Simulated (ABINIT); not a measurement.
## Beyond one shot: BeTe (F-43m)

Wanted: G0W0 and self-consistent gaps of BeTe (F-43m), with the cost of the cycles.

Method: LDA and many-body steps on it, plane waves, in ABINIT 10.8.3.

The database entry behind the starting cell differs from later determinations by our own check (an axis about 1.5 % short against later determinations), so it need not match the best structure at ambient conditions.

### Step 1. The starting structure

Symmetry: F-43m, No. 216, cubic system. Conventional cell: a = 5.540 Å, b = 5.540 Å, c = 5.540 Å, α = 90.00°, β = 90.00°, γ = 90.00°. Nearest to Be lie 4 Te at 2.40 Å. Nearest to Te lie 4 Be at 2.40 Å. Farther neighbours and most contacts between anions are not listed.

The cell and positions come from the Crystallography Open Database and are kept as given unless a step says otherwise. Spin-orbit coupling is left out unless a step names it.

### Step 2. Empty states on the mesh, 4×4×4 mesh, 42 bands

This step: ABINIT 10.8.3; DFT, LDA, plane waves, norm-conserving pseudopotentials.

The sums over transitions need many empty states on a uniform mesh; this step solves for them.

The input, run.abi:

```
acell 3*1.0 Angstrom
rprim 
  0.000000000000 2.770000000000 2.770000000000
  2.770000000000 0.000000000000 2.770000000000
  2.770000000000 2.770000000000 -0.000000000000
ntypat 2
znucl 4 52
natom 2
typat 1 2
xred 
  0.000000000000 0.000000000000 0.000000000000
  0.250000000000 0.250000000000 0.250000000000
pp_dirpath "pseudos"
pseudos "Be.upf, Te.upf"
ecut 38
ngkpt 4 4 4
nshiftk 1
shiftk 0 0 0
kptopt 1
chksymbreak 0
iscf -2
irdden 1
istwfk *1
nband 42
nbdbuf 4
tolwfr 1e-09
nstep 60
prtvol 0
indata_prefix "in"
outdata_prefix "out"
tmpdata_prefix "tmp"
```

On the command line:

```console
$ OMP_NUM_THREADS=1 mpirun -n 4 abinit run.abi > log
```

Numbers of over 12 decimals in the logs are rounded to 6 here.

The program printed:

```text
.Version 10.8.3 of ABINIT. v10.8.2 released Aug 2026.

 Symmetries : space group F-4 3 m (#216); Bravais cF (face-center cubic)
[... echo of the input left out ...]
== DATASET  1 ==================================================================
-   mpi_nproc: 4, omp_nthreads: 1 (-1 if OMP is not activated)

--- !DatasetInfo
iteration_state: {dtset: 1, }
dimensions: {natom: 2, nkpt: 8, mband: 42, nsppol: 1, nspinor: 1, nspden: 1, mpw: 3250, }
cutoff_energies: {ecut:  38.0, pawecutdg:  -1.0, }
[...]
1.14236    1.14236    1.14236    1.22050    1.22050    1.22050    1.25161    1.25161
   1.50353    1.50353    1.50353    1.52875    1.61016    1.65725    1.65725    1.65725
   1.74794    1.74797
 prteigrs : prtvol=0 or 1, do not print more k-points.

== END DATASET(S) ==============================================================
================================================================================

 -outvars: echo values of variables after computation  --------
            nband          42
             nkpt           8
          spgroup         216
 [... the other variables as echoed above ...]

 Calculation completed.
```

It took 12 s on 4 MPI ranks of Arm Neoverse N1, shared host; peak memory 0.27 GiB.

This step gave:

```
gap                                                           : 1.775 eV
k of the valence top                                          : 0, 0, 0
k of the conduction bottom                                    : 0.5, 0.5, 0
least direct gap                                              : 3.600 eV
k points computed                                             : 8
lowest point of the top converged band, above the valence top : 35.19 eV
```

On this mesh the gap is 1.775 eV.

The density comes from a self-consistent run that is not shown.

### Step 3. Screening, 4×4×4 mesh, 38 bands, screening to 106.1 eV

The RPA dielectric matrix is built and inverted for each q.

This step: RPA screening on LDA, plane waves, norm-conserving pseudopotentials.

Changes to run.abi since step 2:

```diff
@@ -20,10 +20,11 @@
 chksymbreak 0
-iscf -2
-irdden 1
 istwfk *1
-nband 42
-nbdbuf 4
-tolwfr 1e-09
-nstep 60
-prtvol 0
+occopt 1
+irdwfk 1
+optdriver 3
+nband 38
+ecuteps 3.9
+inclvkb 2
+awtr 1
+symchi 1
 indata_prefix "in"
```

The program printed:

```text
.Version 10.8.3 of ABINIT. v10.8.2 released Aug 2026.

 Symmetries : space group F-4 3 m (#216); Bravais cF (face-center cubic)
[... echo of the input left out ...]
== DATASET  1 ==================================================================
-   mpi_nproc: 4, omp_nthreads: 1 (-1 if OMP is not activated)

--- !DatasetInfo
iteration_state: {dtset: 1, }
dimensions: {natom: 2, nkpt: 8, mband: 38, nsppol: 1, nspinor: 1, nspden: 1, mpw: 3250, }
cutoff_energies: {ecut:  38.0, pawecutdg:  -1.0, }
electrons: {nelect:   2.00000000E+01, charge:   0.00000000E+00, occopt:   1.00000000E+00, tsmear:   1.00000000E-02, }

 SCREENING: Calculation of the susceptibility and dielectric matrices

 Based on a program developped by R.W. Godby, V. Olevano, G. Onida, and L. Reining.
 Incorporated in ABINIT by V. Olevano, G.-M. Rignanese, and M. Torrent.
.Using double precision arithmetic ; gwpc =  8

[... cell and pseudopotentials left out ...]
--------------------------------------------------------------------------------

 ==== K-mesh for the wavefunctions ====
 Number of points in the irreducible wedge :     8
[... list of points left out ...]
 Together with 24 symmetry operations and time-reversal symmetry
 yields    64 points in the full Brillouin Zone.

 ==== Q-mesh for the screening function ====
 Number of points in the irreducible wedge :     8
[... list of points left out ...]
 Together with 24 symmetry operations and time-reversal symmetry
 yields    64 points in the full Brillouin Zone.

 setmesh: FFT mesh size selected  =    27x   27x   27
          total number of points  =        19683

 vcoul_init : cutoff-mode = AUXILIARY_FUNCTION
 q-points for optical limit:   1
     1)      0.000010    0.000020    0.000030

- screening: taking advantage of time-reversal symmetry
- Maximum band index for partially occupied states nbvw = 10
- Remaining bands to be divided among processors   nbcw = 28
- Number of bands treated by each node ~7

 Number of electrons calculated from density =   20.0000; Expected =   20.0000
 average of density, n =  0.069721
 r_s =    1.5072
 omega_plasma =   25.4705 [eV]

 calculating chi0 at frequencies [eV] :
  1    0.000000E+00    0.000000E+00
  2    0.000000E+00    2.547051E+01

--------------------------------------------------------------------------------
  q-point number  1        q = ( 0.000000, 0.000000, 0.000000) [r.l.u.]
--------------------------------------------------------------------------------
[... chi0 elements left out ...]
 For q-point:  0.000010 0.000020 0.000030
  dielectric constant =   9.3036
  dielectric constant without local fields =  10.5834

  Average fulfillment of the sum rule on Im[epsilon] for q-point    1 :     43.36  [%]
[... wings left out ...]
  q-point number  2        q = ( 0.250000, 0.000000, 0.000000) [r.l.u.]
--------------------------------------------------------------------------------
[... chi0 elements left out ...]
  Average fulfillment of the sum rule on Im[epsilon] for q-point    2 :     60.98  [%]

 [... 6 further q-points ...]
```

Elapsed: 13 s, on 4 MPI ranks; peak memory 0.5 GiB.

This step gave:

| Quantity | Value |
| --- | --- |
| ε∞ with local fields, on this mesh, along the program's q direction | 9.304 |
| the same without local fields | 10.58 |
| plasma frequency | 25.47 eV |
| plane waves in the screening matrix | 113 |

Local fields lower ε∞ by 12 %. On a Γ-centred mesh this coarse the value itself is usually too large, while a short band sum pulls it down.

### Step 4. G0W0

The self-energy is evaluated for the states that the input lists, and the levels follow from it, in one-shot runs by the linearised quasiparticle equation.

This step: G0W0 on LDA, plane waves, norm-conserving pseudopotentials.

Changes to run.abi since step 3:

```diff
@@ -23,8 +23,17 @@
 irdwfk 1
-optdriver 3
+optdriver 4
 nband 38
+gwcalctyp 0
+ecutsigx 38
+symsigma 1
+nkptgw 2
+kptgw 
+  0.0000000000 0.0000000000 0.0000000000
+  0.5000000000 0.5000000000 0.0000000000
+bdgw 
+  8 13
+  9 12
 ecuteps 3.9
-inclvkb 2
-awtr 1
-symchi 1
+irdscr 1
+ppmodel 1
 indata_prefix "in"
```

The program printed:

```text
.Version 10.8.3 of ABINIT. v10.8.2 released Aug 2026.

 Symmetries : space group F-4 3 m (#216); Bravais cF (face-center cubic)
[... echo of the input left out ...]
== DATASET  1 ==================================================================
-   mpi_nproc: 4, omp_nthreads: 1 (-1 if OMP is not activated)

--- !DatasetInfo
iteration_state: {dtset: 1, }
dimensions: {natom: 2, nkpt: 8, mband: 38, nsppol: 1, nspinor: 1, nspden: 1, mpw: 3250, }
cutoff_energies: {ecut:  38.0, pawecutdg:  -1.0, }
electrons: {nelect:   2.00000000E+01, charge:   0.00000000E+00, occopt:   1.00000000E+00, tsmear:   1.00000000E-02, }

 SIGMA: Calculation of the GW corrections

 Based on a program developped by R.W. Godby, V. Olevano, G. Onida, and L. Reining.
 Incorporated in ABINIT by V. Olevano, G.-M. Rignanese, and M. Torrent.
.Using double precision arithmetic ; gwpc =  8

[... cell and pseudopotentials left out ...]
--------------------------------------------------------------------------------

 ==== K-mesh for the wavefunctions ====
 Number of points in the irreducible wedge :     8
[... list of points left out ...]
 Together with 24 symmetry operations and time-reversal symmetry
 yields    64 points in the full Brillouin Zone.

 ==== Q-mesh for screening function ====
 Number of points in the irreducible wedge :     8
[... list of points left out ...]
 Together with 24 symmetry operations and time-reversal symmetry
 yields    64 points in the full Brillouin Zone.

 vcoul_init : cutoff-mode = AUXILIARY_FUNCTION
 q-points for optical limit:   1
     1)      0.000010    0.000020    0.000030
 setmesh: FFT mesh size selected  =    45x   45x   45
          total number of points  =        91125

 Number of electrons calculated from density =   20.0000; Expected =   20.0000
 average of density, n =  0.069721
 r_s =    1.5072
 omega_plasma =   25.4705 [eV]

 === KS Band Gaps ===
  >>>> For spin  1
   Minimum direct gap =   3.6005 [eV], located at k-point      :   0.0000  0.0000  0.0000
   Fundamental gap    =   1.7748 [eV], Top of valence bands at :   0.0000  0.0000  0.0000
                                       Bottom of conduction at :   0.5000  0.5000  0.0000
 SIGMA fundamental parameters:
 PLASMON POLE MODEL  1
 number of plane-waves for SigmaX                 3143
 number of plane-waves for SigmaC and W            113
 number of plane-waves for wavefunctions          3143
 number of bands                                    38
 number of independent spin polarizations            1
 number of spinorial components                      1
 number of k-points in IBZ                           8
 number of q-points in IBZ                           8
 number of symmetry operations                      24
 number of k-points in BZ                           64
 number of q-points in BZ                           64
 number of frequencies for dSigma/dE                 9
 frequency step for dSigma/dE [eV]                0.25
 number of omega for Sigma on real axis              0
 max omega for Sigma on real axis  [eV]           0.00
 zcut for avoiding poles [eV]                     0.10

 EPSILON^-1 parameters (SCR file):
 dimension of the eps^-1 matrix on file            113
 dimension of the eps^-1 matrix used               113
 number of plane-waves for wavefunctions          3143
 number of bands                                    38
 number of q-points in IBZ                           8
 number of frequencies                               2
 number of real frequencies                          1
 number of imag frequencies                          1

 matrix elements of self-energy operator (all in [eV])

 Perturbative Calculation

--- !SelfEnergy_ee
iteration_state: {dtset: 1, }
kpoint     : [   0.000,    0.000,    0.000, ]
spin       : 1
KS_gap     :    3.600
QP_gap     :    5.168
Delta_QP_KS:    1.567
data: !SigmaeeData |
     Band     E0 <VxcDFT>   SigX SigC(E0)      Z dSigC/dE  Sig(E)    E-E0       E
        8   4.477 -12.924 -15.485   1.836   0.808  -0.238 -13.510  -0.585   3.892
        9   4.477 -12.924 -15.485   1.836   0.808  -0.238 -13.510  -0.585   3.892
       10   4.477 -12.924 -15.485   1.836   0.808  -0.238 -13.510  -0.585   3.892
       11   8.077 -10.658  -5.759  -3.680   0.805  -0.242  -9.676   0.982   9.059
       12   8.077 -10.658  -5.759  -3.680   0.805  -0.242  -9.676   0.982   9.059
       13   8.077 -10.658  -5.759  -3.680   0.805  -0.242  -9.676   0.982   9.059

--- !SelfEnergy_ee
iteration_state: {dtset: 1, }
kpoint     : [   0.500,    0.500,    0.000, ]
spin       : 1
KS_gap     :    4.592
QP_gap     :    5.952
Delta_QP_KS:    1.361
data: !SigmaeeData |
     Band     E0 <VxcDFT>   SigX SigC(E0)      Z dSigC/dE  Sig(E)    E-E0       E
        9   1.660 -11.681 -14.969   2.427   0.791  -0.265 -12.362  -0.681   0.979
       10   1.660 -11.681 -14.969   2.427   0.791  -0.265 -12.362  -0.681   0.979
       11   6.252  -9.265  -4.980  -3.455   0.818  -0.222  -8.586   0.680   6.931
       12   7.107  -9.984  -5.491  -3.498   0.812  -0.231  -9.176   0.808   7.915

== END DATASET(S) ==============================================================
================================================================================

 -outvars: echo values of variables after computation  --------
           etotal      0.0000000000E+00
            nband          38
             nkpt           8
          spgroup         216
 [... the other variables as echoed above ...]

 Calculation completed.
```

Elapsed: 5.6 s, on 4 MPI ranks; peak memory 0.63 GiB.

This step gave:

```
G0W0 gap on the points computed              : 3.039 eV
starting gap on the mesh                     : 1.775 eV
k of the valence top                         : 0, 0, 0
k of the conduction bottom                   : 0.5, 0.5, 0
Z at the valence top                         : 0.808
Z at the conduction bottom                   : 0.818
least direct G0W0 gap on the computed points : 5.167 eV
```

The gap on the mesh goes from 1.77 eV to 3.04 eV, a correction of +1.26 eV.

### Step 5. evGW0, cycle 1

This step: evGW0 on LDA, plane waves, norm-conserving pseudopotentials.

Changes to run.abi since step 4:

```diff
@@ -25,12 +25,24 @@
 nband 38
-gwcalctyp 0
+gwcalctyp 10
 ecutsigx 38
 symsigma 1
-nkptgw 2
+nkptgw 8
 kptgw 
   0.0000000000 0.0000000000 0.0000000000
+  0.2500000000 0.0000000000 0.0000000000
+  0.5000000000 0.0000000000 0.0000000000
+  0.2500000000 0.2500000000 0.0000000000
+  0.5000000000 0.2500000000 0.0000000000
+  -0.2500000000 0.2500000000 0.0000000000
   0.5000000000 0.5000000000 0.0000000000
+  -0.2500000000 0.5000000000 0.2500000000
 bdgw 
-  8 13
-  9 12
+  1 14
+  1 14
+  1 14
+  1 14
+  1 14
+  1 14
+  1 14
+  1 14
 ecuteps 3.9
```

The program printed:

```text
.Version 10.8.3 of ABINIT. v10.8.2 released Aug 2026.

 Symmetries : space group F-4 3 m (#216); Bravais cF (face-center cubic)
[... echo of the input left out ...]
== DATASET  1 ==================================================================
-   mpi_nproc: 4, omp_nthreads: 1 (-1 if OMP is not activated)

--- !DatasetInfo
iteration_state: {dtset: 1, }
dimensions: {natom: 2, nkpt: 8, mband: 38, nsppol: 1, nspinor: 1, nspden: 1, mpw: 3250, }
cutoff_energies: {ecut:  38.0, pawecutdg:  -1.0, }
electrons: {nelect:   2.00000000E+01, charge:   0.00000000E+00, occopt:   1.00000000E+00, tsmear:   1.00000000E-02, }

 SIGMA: Calculation of the GW corrections

 Based on a program developped by R.W. Godby, V. Olevano, G. Onida, and L. Reining.
 Incorporated in ABINIT by V. Olevano, G.-M. Rignanese, and M. Torrent.
.Using double precision arithmetic ; gwpc =  8

[... cell and pseudopotentials left out ...]
--------------------------------------------------------------------------------

 ==== K-mesh for the wavefunctions ====
 Number of points in the irreducible wedge :     8
[... list of points left out ...]
 Together with 24 symmetry operations and time-reversal symmetry
 yields    64 points in the full Brillouin Zone.

 ==== Q-mesh for screening function ====
 Number of points in the irreducible wedge :     8
[... list of points left out ...]
 Together with 24 symmetry operations and time-reversal symmetry
 yields    64 points in the full Brillouin Zone.

 vcoul_init : cutoff-mode = AUXILIARY_FUNCTION
 q-points for optical limit:   1
     1)      0.000010    0.000020    0.000030
 setmesh: FFT mesh size selected  =    45x   45x   45
          total number of points  =        91125

 Number of electrons calculated from density =   20.0000; Expected =   20.0000
[...]
QP_gap     :    5.952
Delta_QP_KS:    1.361
data: !SigmaeeData |
     Band     E_DFT   <VxcDFT>   E(N-1)  <Hhartree>   SigX  SigC[E(N-1)]    Z     dSigC/dE  Sig[E(N)]  DeltaE  E(N)_pert E(N)_diago
[...]
--- !SelfEnergy_ee
iteration_state: {dtset: 1, }
kpoint     : [  -0.250,    0.500,    0.250, ]
spin       : 1
KS_gap     :    8.704
QP_gap     :    9.906
Delta_QP_KS:    1.202
data: !SigmaeeData |
     Band     E_DFT   <VxcDFT>   E(N-1)  <Hhartree>   SigX  SigC[E(N-1)]    Z     dSigC/dE  Sig[E(N)]  DeltaE  E(N)_pert E(N)_diago
[...]
13    10.134   -10.806    10.134    20.939    -5.053    -4.455     0.795    -0.258    -9.774     1.032    11.166    11.432
       14    10.946   -11.719    10.946    22.666    -6.364    -4.174     0.794    -0.259   -10.781     0.939    11.885    12.128

 New Fermi energy :        1.990845E-01 Ha ,    5.417364E+00 eV
 New Exchange energy :    -1.004109E+01 Ha ,   -2.732321E+02 eV

 === QP Band Gaps ===
  >>>> For spin  1
   Minimum direct gap =   5.5449 [eV], located at k-point      :   0.0000  0.0000  0.0000
   Fundamental gap    =   3.3304 [eV], Top of valence bands at :   0.0000  0.0000  0.0000
                                       Bottom of conduction at :   0.5000  0.5000  0.0000

 writing QP data on file : out_QPS

 Convergence of QP corrections
 >>>>> For spin  1 <<<<<
.  kptgw no:  1; Maximum DeltaE = (  -7.614   0.000) for band index:  1
.  kptgw no:  2; Maximum DeltaE = (  -7.613   0.000) for band index:  1
.  kptgw no:  3; Maximum DeltaE = (  -7.614  -0.000) for band index:  1
[...]
.  kptgw no:  7; Maximum DeltaE = (  -7.615   0.000) for band index:  1
.  kptgw no:  8; Maximum DeltaE = (  -7.615   0.000) for band index:  1

== END DATASET(S) ==============================================================
================================================================================

 -outvars: echo values of variables after computation  --------
           etotal      0.0000000000E+00
            nband          38
             nkpt           8
          spgroup         216
 [... the other variables as echoed above ...]

 Calculation completed.
```

Wall time 52 s (4 MPI ranks); peak memory 1.2 GiB; 3.4 min of CPU time.

This step gave:

| Property | Result |
| --- | --- |
| quasiparticle gap on the mesh | 3.331 eV |
| gap of the density functional on the mesh | 1.775 eV |
| k of the valence top | 0, 0, 0 |
| k of the conduction bottom | 0.5, 0.5, 0 |
| Z at the valence top | 0.808 |
| Z at the conduction bottom | 0.818 |
| least direct quasiparticle gap on the computed points | 5.545 eV |

Against G0W0 in ABINIT (4×4×4 mesh, 38 bands, screening to 106.1 eV, Godby-Needs plasmon pole), the gap moves by +0.292 eV. This first cycle still uses the starting levels; it takes the full correction, at all points of the mesh, and its linearised value is 3.039 eV.

### Step 6. evGW0, cycle 2

The corrected levels of the last cycle go back in.

Changes to run.abi since step 5:

```diff
@@ -50,2 +50,3 @@
 ppmodel 1
+irdqps 1
 indata_prefix "in"
```

The program printed:

```text
.Version 10.8.3 of ABINIT. v10.8.2 released Aug 2026.

 Symmetries : space group F-4 3 m (#216); Bravais cF (face-center cubic)
[... echo of the input left out ...]
== DATASET  1 ==================================================================
-   mpi_nproc: 4, omp_nthreads: 1 (-1 if OMP is not activated)

--- !DatasetInfo
iteration_state: {dtset: 1, }
dimensions: {natom: 2, nkpt: 8, mband: 38, nsppol: 1, nspinor: 1, nspden: 1, mpw: 3250, }
cutoff_energies: {ecut:  38.0, pawecutdg:  -1.0, }
[...]
.  kptgw no:  3; Maximum DeltaE = (   0.487   0.310) for band index:  4
[...]
.  kptgw no:  7; Maximum DeltaE = (   0.375   0.116) for band index:  3
.  kptgw no:  8; Maximum DeltaE = (   0.501   0.313) for band index:  4

== END DATASET(S) ==============================================================
================================================================================

 -outvars: echo values of variables after computation  --------
           etotal      0.0000000000E+00
            nband          38
             nkpt           8
          spgroup         216
 [... the other variables as echoed above ...]

 Calculation completed.
```

The job ended after 52 s (4 MPI ranks; peak memory 1.2 GiB; 3.4 min of CPU time).

This step gave:

- quasiparticle gap on the mesh: 3.193 eV
- gap of the density functional on the mesh: 1.775 eV
- k of the valence top: 0, 0, 0
- k of the conduction bottom: 0.5, 0.5, 0
- least direct quasiparticle gap on the computed points: 5.342 eV

Against the cycle before, the gap moves by −0.138 eV.

[end of part 1 of 3]

[Paths, hosts, dates, memory and timing lines, banners, echoed tables and standing remarks are left out of the program output.]

[Logs are printed without paths, hosts, clocks, repeated set-up lines and the standing remarks that a program may print on its own settings, such as how far it seeks lower states.]

[Runs of the session that timed out or met a known fault of the program may be left out.]

[Hosts, paths, dates, database ids (printed as entryN), source tags and the programs' standing remarks are cut or masked in the printed files.]

[G0W0 gaps are taken among the corrected bands and points alone; a level outside them can change the order at an edge.]

[Where Ansatz stands beside ABINIT at settings called matched, ABINIT's density can come from a denser mesh and the files from another edition; pairs whose starting gaps differed by over 0.03 eV were left out, so agreement reads better than it is.]
